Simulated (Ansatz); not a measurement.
## Calculated with Ansatz: NaH, vacancy hop by nudged elastic band

Run with:

```bash
ansatz run input.yaml --threads 4 --pin off --max-ram 8192MiB --backend cpu --events-out ev --progress --plain --runs-dir out
```

The input file (Ansatz 0.2.0, plane waves):

```yaml
crystal:
  lattice:
    - [0.0, 4.88923, 4.88923]
    - [4.88923, 0.0, 4.88923]
    - [4.88923, 4.88923, 0.0]
  atoms:
    - { symbol: Na, position: [-0.00463907, -0.00162789, 0.00094081] }
    - { symbol: H, position: [0.25569836, 0.24886655, 0.24928387] }
    - { symbol: Na, position: [-0.00091868, 0.0003716, 0.49972064] }
    - { symbol: H, position: [0.2522642, 0.25026098, 0.74034769] }
    - { symbol: Na, position: [-0.00625317, 0.50316365, -0.00126739] }
    - { symbol: H, position: [0.25223038, 0.75290864, 0.24368281] }
    - { symbol: Na, position: [-0.00458014, 0.49941831, 0.50275415] }
    - { symbol: H, position: [0.25030001, 0.74932666, 0.74872512] }
    - { symbol: Na, position: [0.49946223, -0.00060176, 0.00117965] }
    - { symbol: H, position: [0.74553065, 0.2532116, 0.2488626] }
    - { symbol: H, position: [0.75049068, 0.25179261, 0.74985623] }
    - { symbol: Na, position: [0.5002688, 0.5005183, -0.00650525] }
    - { symbol: H, position: [0.74806751, 0.75410307, 0.24569969] }
    - { symbol: Na, position: [0.50310174, 0.50228491, 0.49381103] }
    - { symbol: H, position: [0.75003176, 0.75103326, 0.75486924] }
kpoints:
  mp_grid: { grid: [3, 3, 3] }
magnetization:
  spin_polarized: false
scf:
  occupations: { method: gaussian, width: 0.1 }
hamiltonian:
  pseudopotentials: { kind: paw }
  xc: pbe
basis:
  ecutwfc: 420
neb:
  images: 3
  relax_end_points: true
  climbing: true
  f_tol: 0.1
  max_iterations: 40
  order_check: false
  final_atoms:
    - { symbol: Na, position: [-0.00463907, -0.00162789, 0.00094081] }
    - { symbol: H, position: [0.25569836, 0.24886655, 0.24928387] }
    - { symbol: Na, position: [-0.00091868, 0.0003716, 0.49972064] }
    - { symbol: H, position: [0.2522642, 0.25026098, 0.74034769] }
    - { symbol: Na, position: [-0.00625317, 0.50316365, -0.00126739] }
    - { symbol: H, position: [0.25223038, 0.75290864, 0.24368281] }
    - { symbol: Na, position: [-0.00458014, 0.49941831, 0.50275415] }
    - { symbol: H, position: [0.25030001, 0.74932666, 0.74872512] }
    - { symbol: Na, position: [0.49946223, -0.00060176, 0.00117965] }
    - { symbol: H, position: [0.74553065, 0.2532116, 0.2488626] }
    - { symbol: H, position: [0.75049068, 0.25179261, 0.74985623] }
    - { symbol: Na, position: [0.49451019, 0.99751, -0.49932392] }
    - { symbol: H, position: [0.74806751, 0.75410307, 0.24569969] }
    - { symbol: Na, position: [0.50310174, 0.50228491, 0.49381103] }
    - { symbol: H, position: [0.75003176, 0.75103326, 0.75486924] }
```

Origin of the cell: a database entry, scaled a little.

The cell is 2×2×2 cells of NaH with one Na taken out; atom 12 (Na) hops into the empty site, 3.42 Å away before the end points are relaxed. All atoms were shaken by about 0.02 Å first.

Output (shortened):

```
SCF iter   1: F=—  HF=-10531.757287 eV  Δρ=2.59e-3  dr2=2.90e-2  defer=7
SCF iter   2: F=—  HF=-10531.750449 eV  Δρ=1.80e-3  dr2=1.13e-2  defer=8
SCF iter   3: F=—  HF=-10531.749702 eV  Δρ=1.29e-3  dr2=4.36e-3  defer=8
[… 3 lines left out …]
SCF iter   7: F=—  HF=-10531.748717 eV  Δρ=3.69e-5  dr2=3.59e-6  defer=8
SCF iter   8: F=—  HF=-10531.748716 eV  Δρ=8.84e-6  dr2=3.27e-7  defer=8
SCF iter   9: F=-10531.748716 eV  HF=-10531.748716 eV  Δρ=3.28e-6  dr2=2.19e-8
NEB iter   1: max|band force component| = 7.291e-1 eV/Å  barrier→ = 0.8030 eV  barrier← = 0.8030 eV  Δτ_max = 0.1934 Å  (52 SCF iters)
NEB iter   2: max|band force component| = 1.647e-1 eV/Å  barrier→ = 0.4023 eV  barrier← = 0.4023 eV  CI = image 2  Δτ_max = 0.1140 Å  (27 SCF iters)
NEB iter   3: max|band force component| = 5.379e-2 eV/Å  barrier→ = 0.3166 eV  barrier← = 0.3165 eV  CI = image 2  Δτ_max = 0.0469 Å  (25 SCF iters)
NEB iter   4: max|band force component| = 8.130e-2 eV/Å  barrier→ = 0.3095 eV  barrier← = 0.3095 eV  CI = image 2  Δτ_max = 0.0000 Å  (8 SCF iters)
--- NEB band (5 images, 4 band iterations, 112 SCF iterations, 37 more in tests of the images' electronic states and relaxations of end points) ---
  forward barrier  = 0.309518 eV
  backward barrier = 0.309489 eV
  lagrangian_above_aufbau_ev (what the smearing adds, to first order; not taken off the barriers): saddle image -0.024645 eV, end points -0.028124 and -0.028141 eV
  climbing image's point = of an order that was not read
  energies are F+E_penalty+E_count in eV, relative to image 0
  image     s (Å)  Δ vs image 0  max|band force component| (eV/Å)
      0    0.0000      0.000000                                 —
      1    0.9243      0.158752                          7.845e-2
  *   2    1.8795      0.309518                          2.162e-2
      3    2.8347      0.158971                          8.130e-2
      4    3.7582      0.000029                                 —
```

The converged band:

```
image  path over all atoms (Å)  ΔF (eV)  Na x      y  z (Å)
    0                     0.00    0.000  2.44   2.43   4.89
    1                     0.92    0.159  2.44   1.85   5.47
    2                     1.88    0.310  2.44   1.21   6.11
    3                     2.83    0.159  2.44   0.57   6.75
    4                     3.76    0.000  2.44  -0.01   7.33
```

Relaxed start, forces in eV/Å:

```xyz
15
Lattice="0.000 4.889 4.889 4.889 0.000 4.889 4.889 4.889 0.000" Properties=species:S:1:pos:R:3:forces:R:3 pbc="T T T" image=0
Na   -0.002   -0.012   -0.001    0.000    0.000    0.003
H     2.439    2.286    2.447    0.000   -0.005    0.000
Na    2.441    2.434    0.002   -0.001   -0.001    0.001
H     5.031    4.875    2.446    0.006    0.001    0.000
Na    2.440   -0.011    2.446    0.001   -0.001    0.000
H     4.886    2.432    4.892    0.000    0.001   -0.002
Na    4.884    2.433    2.446    0.000    0.000    0.000
H     7.329    4.878    4.744    0.001   -0.001   -0.005
Na   -0.004    2.432    2.447    0.000    0.000    0.000
H     2.441    4.877    5.039    0.000   -0.001    0.003
H     4.885    7.322    4.892    0.000    0.000   -0.002
Na    2.440    2.430    4.893    0.000    0.002    0.000
H     4.737    4.878    7.336   -0.004    0.000    0.000
Na    4.884    4.876    4.891    0.000    0.001    0.001
H     7.331    7.470    7.337   -0.002    0.004    0.000
```

Highest image (2), forces in eV/Å:

```xyz
15
Lattice="0.000 4.889 4.889 4.889 0.000 4.889 4.889 4.889 0.000" Properties=species:S:1:pos:R:3:forces:R:3 pbc="T T T" image=2
Na    0.236   -0.103   -0.091   -0.022    0.003    0.003
H     2.441    2.257    2.270    0.000   -0.012   -0.012
Na    2.441    2.436   -0.002    0.000   -0.011    0.010
H     4.801    4.958    2.365    0.006   -0.009    0.009
Na    2.441   -0.014    2.449    0.000    0.010   -0.011
H     4.800    2.352    4.970    0.006    0.009   -0.010
Na    4.647    2.524    2.536    0.021   -0.003   -0.002
H     7.330    4.642    4.654    0.000   -0.019   -0.019
Na    0.235    2.524    2.537   -0.021   -0.003   -0.003
H     2.441    5.054    5.067    0.000    0.012    0.012
H     4.971    7.242    4.970   -0.006    0.009   -0.009
Na    2.442    1.210    6.111    0.000    0.001    0.000
H     4.971    4.958    7.254   -0.006   -0.010    0.009
Na    4.646    4.785    4.798    0.021    0.003    0.003
H     7.330    7.557    7.570    0.000    0.019    0.019
```

Relaxed end, forces in eV/Å:

```xyz
15
Lattice="0.000 4.889 4.889 4.889 0.000 4.889 4.889 4.889 0.000" Properties=species:S:1:pos:R:3:forces:R:3 pbc="T T T" image=4
Na   -0.003   -0.012   -0.003    0.001    0.002    0.003
H     2.442    2.436    2.296    0.000   -0.004   -0.004
Na    2.442    2.433    0.000   -0.001    0.001    0.001
H     4.886    4.878    2.444    0.002   -0.001   -0.001
Na    2.442   -0.013    2.443    0.000    0.004    0.001
H     5.034    2.431    4.889    0.004    0.001   -0.001
Na    4.889    2.433    2.441   -0.004   -0.001    0.002
H     7.329    4.730    4.889    0.001   -0.004   -0.003
Na   -0.002    2.433    2.447    0.003    0.000   -0.002
H     2.442    5.025    4.887   -0.001    0.004    0.002
H     4.738    7.323    4.891   -0.003   -0.001   -0.002
Na    2.442   -0.007    7.329   -0.001   -0.004    0.002
H     4.887    4.878    7.334   -0.002    0.000   -0.001
Na    4.883    4.873    4.888    0.001    0.002    0.000
H     7.333    7.323    7.481   -0.001    0.001    0.004
```

Barrier of this path: 0.31 eV forwards, 0.31 eV backwards, after 4 band iterations.

Caveats: no moments, though an odd count or open d shells may carry them; the k mesh is coarse if the cell is a metal; a small cell with a neutral vacancy and no spin, whose shape can make like sites unlike; the cell is held at a rescaled volume, and strain moves barriers; the hop was drawn among near neighbours and need not be the easiest path; few images and a loose tolerance, and neither the top nor the ends were tested for their order.

Time: 75 s on 4 threads of Arm Neoverse V1, on a shared host, peak memory 1.1 GiB, from the program's own first density.
